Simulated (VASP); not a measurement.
# Mn (P6_3/mmc) in VASP: notebook

The runs below take Mn through single point, with PBE.

Program: VASP 6.6.1. These are calculated values, not measurements. Logs are shortened: lines on timing, memory, paths and dates and some standing lists are left out, and cuts for length are marked.

**1. The crystal as given**

The structure is hexagonal, space group P6_3/mmc (No. 194). The conventional cell has a = 2.484 Å, b = 2.484 Å, c = 4.026 Å, α = 90.00°, β = 90.00°, γ = 120.00°. Mn (site symmetry -6m2) is surrounded by 12 Mn at 2.47 to 2.48 Å.

This isn't the form of Mn at room conditions, which is a 58-atom cubic cell.

**2. Single point, PBE, collinear spin, ferromagnetic start**

INCAR

```
PREC = Accurate
ENCUT = 460
EDIFF = 1E-6
ISMEAR = 1
SIGMA = 0.1
LREAL = F
LASPH = T
NELM = 100
ALGO = Normal
ISIF = 2
LWAVE = F
LCHARG = F
ISPIN = 2
MAGMOM = 4 4
LORBIT = 11
LMAXMIX = 4
GGA = PE
ADDGRID = T
```

KPOINTS

```
regular mesh
0
Gamma
  9 9 5
```

POSCAR

```
Mn
1.0
    2.4836457705      0.0000000000      0.0000000000
   -1.2418228853      2.1509003313      0.0000000000
    0.0000000000      0.0000000000      4.0261950000
Mn
2
Direct
    0.3276130000      0.6533230000      0.2419640000
    0.6727760000      0.3616470000      0.7542400000
```

Potentials or basis: VASP PAW PBE potentials, release 64 (Mn_pv).

Started as:

```
$ cat potpaw_PBE.64/Mn_pv/POTCAR > POTCAR
$ mpirun -np 1 vasp_std > vasp.out
```

OUTCAR:

```text
PREC = Accurate
   ENCUT = 460
   EDIFF = 1E-6
   ISMEAR = 1
   LREAL = F
   LASPH = T
   NELM = 100
   ISIF = 2
   ISPIN = 2
   LORBIT = 11
   GGA = PE

 Found    203 irreducible k-points:

 Following reciprocal coordinates:
            Coordinates               Weight
  0.000000  0.000000  0.000000      1.000000
  0.111111  0.000000  0.000000      2.000000
  0.000000  0.111111  0.000000      2.000000
 -0.111111  0.111111  0.000000      2.000000
  0.222222  0.000000  0.000000      2.000000
  0.000000  0.222222  0.000000      2.000000
   k-points           NKPTS =    203   k-points in BZ     NKDIM =    203   number of bands    NBANDS=     21
   number of dos      NEDOS =    301   number of ions     NIONS =      2
   total plane-waves  NPLWV =   9072
   dimension x,y,z NGX =    18 NGY =   18 NGZ =   28
   dimension x,y,z NGXF=    36 NGYF=   36 NGZF=   56
   ions per type =               2
   NGX,Y,Z   is equivalent  to a cutoff of  12.05, 12.05, 11.56 a.u.
   NGXF,Y,Z  is equivalent  to a cutoff of  24.10, 24.10, 23.12 a.u.
 SYSTEM =  unknown system
   PREC   = accura    normal or accurate (medium, high low for compatibility)
   ISTART =      0    job   : 0-new  1-cont  2-samecut
   ICHARG =      2    charge: 1-file 2-atom 10-const
   ISPIN  =      2    spin polarized calculation?
   LNONCOLLINEAR =      F non collinear calculations
   LSORBIT =      F    spin-orbit coupling
   LASPH  =      T    aspherical Exc in radial PAW
   ENCUT  =  460.0 eV  33.81 Ry    5.81 a.u.   4.34  4.34  7.04*2*pi/ulx,y,z
   NELM   =    100;   NELMIN=  2; NELMDL= -5     # of ELM steps
   EDIFF  = 0.1E-05   stopping-criterion for ELM
   LREAL  =      F    real-space projection
   EDIFFG = 0.1E-04   stopping-criterion for IOM
   NSW    =      0    number of steps for IOM
   IBRION =     -1    ionic relax: 0-MD 1-quasi-New 2-CG
   NFREE  =      0    steps in history (QN), initial steepest desc. (CG)
   ISIF   =      2    stress and relaxation
   ISYM   =      2    0-nonsym 1-usesym 2-fastsym
   POTIM  = 0.5000    time-step for ionic-motion
   TEBEG  =    0.0;   TEEND  =   0.0 temperature during run
   PSTRESS=    0.0 pullay stress
   NELECT =      26.0000    total number of electrons
   NUPDOWN=      -1.0000    fix difference up-down
   EMIN   =  10.00;   EMAX   =-10.00  energy-range for DOS
   EFERMI =   0.00;   METHOD = LEGACY
   ISMEAR =     1;   SIGMA  =   0.10  broadening in eV -4-tet -1-fermi 0-gaus
   EFERMI_NEDOS =   21; number of points for ismear=-14 and -15
   IALGO  =     38    algorithm
   IMIX   =      4    mixing-type and parameters
     AMIX     =   0.40;   BMIX     =  1.00
     AMIX_MAG =   1.60;   BMIX_MAG =  1.00
  volume/ion in A,a.u.               =      10.75        72.57
  Fermi-wavevector in a.u.,A,eV,Ry     =   1.743938  3.295565 41.379665  3.041320
  Thomas-Fermi vector in A             =   2.815914
   LORBIT       =     11    0 simple, 1 ext, 2 COOP (PROOUT), +10 PAW based schemes
   GGA     = PE    functional components
   LHFCALC =     F    Hartree Fock is set to
   AEXX    =    0.0000 exact exchange contribution
   IVDW    =     0    specifies the selected vdW correction
   LEPSILON=     F    determine dielectric tensor
   LRPA    =     F    only Hartree local field effects (RPA)
 spin polarized calculation
 Methfessel and Paxton  Order N= 1 SIGMA  =   0.10
  energy-cutoff  :      460.00
  volume of cell :       21.51
 maximum number of plane-waves:       513
 NGX is ok and might be reduce to    18
   NGX =  9   NGY =  9   NGZ = 15

 number of electron      26.0000001 magnetization      -0.0022010

 number of electron      26.0000001 magnetization       0.0006163

 Free energy of the ion-electron system (eV)
  ---------------------------------------------------
  ext. energy  EPLUGINS =         0.00000000
  ---------------------------------------------------
  free energy    TOTEN  =       -17.86910353 eV

  energy without entropy =      -17.86901918  energy(sigma->0) =      -17.86907541

 E-fermi :  10.3362     XC(G=0): -14.0131

 val. band max:       10.3286243928   @ k =   0.1111   0.4444   0.4000
 cond. band min:      10.3371046361   @ k =  -0.4444  -0.4444   0.4000
 fundamental gap:      0.0084802433
 Fermi energy:        10.3361769329

 spin component 1

 k-point     1 :       0.0000    0.0000    0.0000
  band No.  band energies     occupation
      1     -37.9265      1.00000
      2     -37.2616      1.00000
      3     -37.2476      1.00000
      4     -37.1722      1.00000
      5     -37.1439      1.00000
      6     -37.1297      1.00000
[... 13 lines left out ...]
     20      31.0939      0.00000
     21      34.3013      0.00000

 k-point     2 :       0.1111    0.0000    0.0000
  band No.  band energies     occupation
      1     -37.8958      1.00000
      2     -37.3231      1.00000
      3     -37.2738      1.00000
      4     -37.2186      1.00000
      5     -37.1636      1.00000
      6     -37.1525      1.00000
[... 13 lines left out ...]
     20      29.9429      0.00000
     21      32.8710      0.00000

 k-point     3 :       0.0000    0.1111    0.0000
  band No.  band energies     occupation
      1     -37.8990      1.00000
      2     -37.3175      1.00000
      3     -37.2803      1.00000
      4     -37.2364      1.00000
      5     -37.1527      1.00000
      6     -37.1411      1.00000
[... 13 lines left out ...]
     20      30.1334      0.00000
     21      32.4096      0.00000

 k-point     4 :      -0.1111    0.1111    0.0000
  band No.  band energies     occupation
      1     -37.8949      1.00000
      2     -37.3262      1.00000
      3     -37.2711      1.00000
      4     -37.2124      1.00000
      5     -37.1673      1.00000
      6     -37.1556      1.00000
[... 13 lines left out ...]
     20      29.8814      0.00000
     21      33.0254      0.00000

 k-point     5 :       0.2222    0.0000    0.0000
  band No.  band energies     occupation
      1     -37.8116      1.00000
      2     -37.4902      1.00000
      3     -37.3819      1.00000
      4     -37.3259      1.00000
      5     -37.1986      1.00000
      6     -37.1860      1.00000
[... 13 lines left out ...]
     20      25.9914      0.00000
     21      30.5608      0.00000

 k-point     6 :       0.0000    0.2222    0.0000
  band No.  band energies     occupation
      1     -37.8248      1.00000
      2     -37.4931      1.00000
      3     -37.3960      1.00000
      4     -37.3288      1.00000
      5     -37.1794      1.00000
      6     -37.1705      1.00000
[... 13 lines left out ...]
     20      26.0566      0.00000
     21      30.5254      0.00000

 [... further k-points ...]

 spin component 2

 k-point     1 :       0.0000    0.0000    0.0000
  band No.  band energies     occupation
      1     -37.9262      1.00000
      2     -37.2612      1.00000
      3     -37.2471      1.00000
      4     -37.1717      1.00000
      5     -37.1436      1.00000
      6     -37.1293      1.00000
[... 13 lines left out ...]
     20      31.0940      0.00000
     21      34.3042      0.00000

 k-point     2 :       0.1111    0.0000    0.0000
  band No.  band energies     occupation
      1     -37.8955      1.00000
      2     -37.3227      1.00000
      3     -37.2734      1.00000
      4     -37.2181      1.00000
      5     -37.1632      1.00000
      6     -37.1522      1.00000
[... 13 lines left out ...]
     20      29.9430      0.00000
     21      32.8710      0.00000

 k-point     3 :       0.0000    0.1111    0.0000
  band No.  band energies     occupation
      1     -37.8987      1.00000
      2     -37.3170      1.00000
      3     -37.2799      1.00000
      4     -37.2359      1.00000
      5     -37.1524      1.00000
      6     -37.1407      1.00000
[... 13 lines left out ...]
     20      30.1335      0.00000
     21      32.4097      0.00000

 k-point     4 :      -0.1111    0.1111    0.0000
  band No.  band energies     occupation
      1     -37.8946      1.00000
      2     -37.3258      1.00000
      3     -37.2706      1.00000
      4     -37.2120      1.00000
      5     -37.1668      1.00000
      6     -37.1553      1.00000
[... 13 lines left out ...]
     20      29.8816      0.00000
     21      33.0255      0.00000

 k-point     5 :       0.2222    0.0000    0.0000
  band No.  band energies     occupation
      1     -37.8113      1.00000
      2     -37.4898      1.00000
      3     -37.3815      1.00000
      4     -37.3255      1.00000
      5     -37.1982      1.00000
      6     -37.1857      1.00000
[... 13 lines left out ...]
     20      25.9915      0.00000
     21      30.5609      0.00000

 k-point     6 :       0.0000    0.2222    0.0000
  band No.  band energies     occupation
      1     -37.8245      1.00000
      2     -37.4926      1.00000
      3     -37.3955      1.00000
      4     -37.3285      1.00000
      5     -37.1791      1.00000
      6     -37.1702      1.00000
[... 13 lines left out ...]
     20      26.0567      0.00000
     21      30.5254      0.00000

 [... further k-points ...]

------------------------ aborting loop because EDIFF is reached ----------------------------------------

  FORCE on cell =-STRESS in cart. coord.  units (eV):
  Direction    XX          YY          ZZ          XY          YZ          ZX
  --------------------------------------------------------------------------------------
  -------------------------------------------------------------------------------------
  Total        0.0307772     -0.3274543     -0.3410402     -0.0162226      0.0823381     -0.0152428
  in kB        2.2926360    -24.3925114    -25.4045417     -1.2084409      6.1334796     -1.1354535
  external PRESSURE =     -15.8348057 kB  Pullay stress =       0.0000000 kB

 VOLUME and BASIS-vectors are now :
 -----------------------------------------------------------------------------
  energy-cutoff  :      460.00
  volume of cell :       21.51
      direct lattice vectors                 reciprocal lattice vectors
     2.483645770  0.000000000  0.000000000     0.402633907  0.232460795  0.000000000
    -1.241822885  2.150900331  0.000000000     0.000000000  0.464921589  0.000000000
     0.000000000  0.000000000  4.026195000     0.000000000  0.000000000  0.248373464

 POSITION                                       TOTAL-FORCE (eV/Angst)
 -----------------------------------------------------------------------------------
      0.00236      1.40523      0.97419        -0.043929      0.185610      0.148174
      1.22184      0.77787      3.03672         0.043929     -0.185610     -0.148174
 -----------------------------------------------------------------------------------
    total drift:                                0.000002      0.000001     -0.000005

  FREE ENERGIE OF THE ION-ELECTRON SYSTEM (eV)
  ---------------------------------------------------
  free  energy   TOTEN  =       -17.8691035321 eV

  energy  without entropy=      -17.8690191801  energy(sigma->0) =      -17.86907541

 total charge

# of ion       s       p       d       tot
------------------------------------------
    1        0.427   6.401   5.160  11.988
    2        0.427   6.401   5.160  11.988
--------------------------------------------------
tot          0.855  12.802  10.319  23.976

 magnetization (x)

# of ion       s       p       d       tot
------------------------------------------
    1       -0.000   0.000   0.000   0.000
    2       -0.000   0.000   0.000   0.000
--------------------------------------------------
tot         -0.000   0.000   0.000   0.000
```

Wall time 3.9 min (1 thread of AMD EPYC, shared host); peak memory 0.22 GiB.

These settings aren't checked as converged: the numbers below hold their error.

Results:

```yaml
Free_energy: -17.8691 eV
Pressure: -1.6 GPa
Largest_force: 0.242 eV/Å
Band_gap_on_the_k_mesh: none (metal or under the smearing width)
Net_moment: 0.00 μB per cell
Valence_electrons_inside_the_program's_atomic_spheres: Mn 11.99
```

Caveat: the starting moments collapsed, and a magnetic state may lie lower.

**3. Single point, PBE, collinear spin, ferromagnetic start**

Changes to INCAR since step 2:

```diff
@@ -6,3 +6,3 @@
 LREAL = F
-LASPH = T
+LASPH = F
 NELM = 100
@@ -17,2 +17,2 @@
 GGA = PE
-ADDGRID = T
+ADDGRID = F
```

KPOINTS is that of step 2.

POSCAR

```
Mn
1.0
    2.4836457705      0.0000000000      0.0000000000
   -1.2418228853      2.1509003313      0.0000000000
    0.0000000000      0.0000000000      4.0261950000
Mn
2
Direct
    0.3333333333      0.6666666667      0.2500000000
    0.6666666667      0.3333333333      0.7500000000
```

Potentials or basis: VASP PAW PBE potentials, release 64 (Mn_pv).

Started as:

```
$ cat potpaw_PBE.64/Mn_pv/POTCAR > POTCAR
$ mpirun -np 1 vasp_std > vasp.out
```

OUTCAR:

```text
PREC = Accurate
   ENCUT = 460
   EDIFF = 1E-6
   ISMEAR = 1
   LREAL = F
   LASPH = F
   NELM = 100
   ISIF = 2
   ISPIN = 2
   LORBIT = 11
   GGA = PE

 Found     36 irreducible k-points:

 Following reciprocal coordinates:
            Coordinates               Weight
  0.000000  0.000000  0.000000      1.000000
  0.111111  0.000000  0.000000      6.000000
  0.222222  0.000000  0.000000      6.000000
  0.333333  0.000000  0.000000      6.000000
  0.444444  0.000000  0.000000      6.000000
  0.111111  0.111111  0.000000      6.000000
   k-points           NKPTS =     36   k-points in BZ     NKDIM =     36   number of bands    NBANDS=     21
   number of dos      NEDOS =    301   number of ions     NIONS =      2
   total plane-waves  NPLWV =   9072
   dimension x,y,z NGX =    18 NGY =   18 NGZ =   28
   dimension x,y,z NGXF=    36 NGYF=   36 NGZF=   56
   ions per type =               2
   NGX,Y,Z   is equivalent  to a cutoff of  12.05, 12.05, 11.56 a.u.
   NGXF,Y,Z  is equivalent  to a cutoff of  24.10, 24.10, 23.12 a.u.
 SYSTEM =  unknown system
   PREC   = accura    normal or accurate (medium, high low for compatibility)
[... 224 lines left out ...]
      6     -37.1497      1.00000
[... 133 lines left out ...]
     20      27.9306      0.00000
     21      29.0118      0.00000

 [... further k-points ...]

------------------------ aborting loop because EDIFF is reached ----------------------------------------

  FORCE on cell =-STRESS in cart. coord.  units (eV):
  Direction    XX          YY          ZZ          XY          YZ          ZX
  --------------------------------------------------------------------------------------
  -------------------------------------------------------------------------------------
  Total       -0.1871431     -0.1871431     -0.4448075      0.0000000      0.0000000     -0.0000000
  in kB      -13.9405413    -13.9405413    -33.1343092      0.0000000      0.0000000     -0.0000000
  external PRESSURE =     -20.3384640 kB  Pullay stress =       0.0000000 kB

 VOLUME and BASIS-vectors are now :
 -----------------------------------------------------------------------------
  energy-cutoff  :      460.00
  volume of cell :       21.51
      direct lattice vectors                 reciprocal lattice vectors
     2.483645770  0.000000000  0.000000000     0.402633907  0.232460795  0.000000000
    -1.241822885  2.150900331  0.000000000     0.000000000  0.464921589  0.000000000
     0.000000000  0.000000000  4.026195000     0.000000000  0.000000000  0.248373464

 POSITION                                       TOTAL-FORCE (eV/Angst)
 -----------------------------------------------------------------------------------
     -0.00000      1.43393      1.00655         0.000000     -0.000000      0.000000
      1.24182      0.71697      3.01965        -0.000000      0.000000      0.000000
 -----------------------------------------------------------------------------------
    total drift:                               -0.000000      0.000000     -0.000000

  FREE ENERGIE OF THE ION-ELECTRON SYSTEM (eV)
  ---------------------------------------------------
  free  energy   TOTEN  =       -17.8808223998 eV

  energy  without entropy=      -17.8793334709  energy(sigma->0) =      -17.88032609

 total charge

# of ion       s       p       d       tot
------------------------------------------
    1        0.427   6.400   5.157  11.984
    2        0.427   6.400   5.157  11.984
--------------------------------------------------
tot          0.853  12.801  10.313  23.968

 magnetization (x)

# of ion       s       p       d       tot
------------------------------------------
    1       -0.000  -0.000  -0.000  -0.000
    2       -0.000  -0.000  -0.000  -0.000
--------------------------------------------------
tot         -0.000  -0.000  -0.000  -0.000
```

stdout:

```text
POSCAR found type information on POSCAR Mn
 POSCAR found :  1 types and       2 ions
 scaLAPACK will be used
 LDA part: xc-table for (Slater+PW92), standard interpolation
 POSCAR, INCAR and KPOINTS ok, starting setup
 FFT: planning ... GRIDC
 FFT: planning ... GRID_SOFT
 FFT: planning ... GRID
 WAVECAR not read
 entering main loop
```

Wall time 46 s (1 thread of AMD EPYC, shared host); peak memory 0.11 GiB.

The run converged, but some of its settings lie outside the range that counts as converged, so its numbers aren't taken as properties of the crystal.

What came out:

* Free energy: -17.8808 eV
* Pressure: -2.0 GPa
* Band gap on the k mesh: none (metal or under the smearing width)
* Net moment: 0.00 μB per cell
* Valence electrons inside the program's atomic spheres: Mn 11.98

Caveat: the starting moments collapsed, and a magnetic state may lie lower.

**4. Single point, PBE, collinear spin, ferromagnetic start**

INCAR is that of step 3.

KPOINTS is that of step 3.

POSCAR

```
Mn
1.0
    2.4836457705      0.0000000000      0.0000000000
   -1.2418228853      2.1509003313      0.0000000000
    0.0000000000      0.0000000000      4.0261950000
Mn
2
Direct
    0.3276130000      0.6533230000      0.2419640000
    0.6727760000      0.3616470000      0.7542400000
```

Started as:

```
$ cat potpaw_PBE.64/Mn_pv/POTCAR > POTCAR
$ mpirun -np 1 vasp_std > vasp.out
```

Wall time 3.7 min (1 thread of AMD EPYC, shared host); peak memory 0.18 GiB.

The run converged, but some of its settings lie outside the range that counts as converged, so its numbers aren't taken as properties of the crystal.

Results:

```
Free energy                                           : -17.8685 eV
Pressure                                              : -1.6 GPa
Largest force                                         : 0.251 eV/Å
Band gap on the k mesh                                : none (metal or under the smearing width)
Net moment                                            : 0.00 μB per cell
Valence electrons inside the program's atomic spheres : Mn 11.99
```

Caveat: the starting moments collapsed, and a magnetic state may lie lower.

**5. For comparison**

An earlier run on the cell as given: functional PBE; potentials or basis VASP PAW PBE potentials, release 64 (Mn_pv); cutoff 520 eV; k mesh 12 × 12 × 7; occupations fermi-dirac, width 0.05 eV; collinear spin, ferromagnetic start; starting moments [4.0, 4.0] μB.

* Pressure: -1.3 GPa
* Band gap on the k mesh: none (metal or under the smearing width)
* Net moment: 0.00 μB per cell
* Valence electrons inside the program's atomic spheres: Mn 11.98
